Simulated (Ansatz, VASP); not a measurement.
# Two plane-wave programs on Pd

```
Pd
1.0
     0.00000    1.90676    1.90676
     1.90676    0.00000    1.90676
     1.90676    1.90676    0.00000
Pd
1
Direct
  0.00000 0.00000 0.00000
```

Change from the starting cell: volume scaled by 0.94.

Alike in both runs: task single point; functional PBEsol; k mesh 12 × 12 × 12; occupations fermi-dirac, width 0.05 eV; no spin polarisation.

|  | VASP | Ansatz |
| --- | --- | --- |
| version | VASP 6.6.1 | Ansatz 0.2.0 |
| potentials or method | VASP PAW PBE potentials, release 64 (Pd) | Ansatz PAW |
| plane-wave cutoff (eV) | 520 | 420 |
| valence electrons in the cell | 10 | 18 |

|  | VASP | Ansatz | Ansatz less VASP |
| --- | --- | --- | --- |
| gap on the k mesh at the Fermi level (eV) | none | none | - |
| pressure (GPa) | 10.6 | 11.0 | +0.43 |

A gap of «none» marks a metal or a gap that the smearing closes. The two sets of potentials don't hold the same shells in valence.

Caveats: the PAW data sets were made with another functional, which shifts forces and pressure a little (VASP); the PAW data sets come from PBE, with cores solved anew for the run's functional, which leaves a small shift of forces and pressure (Ansatz).
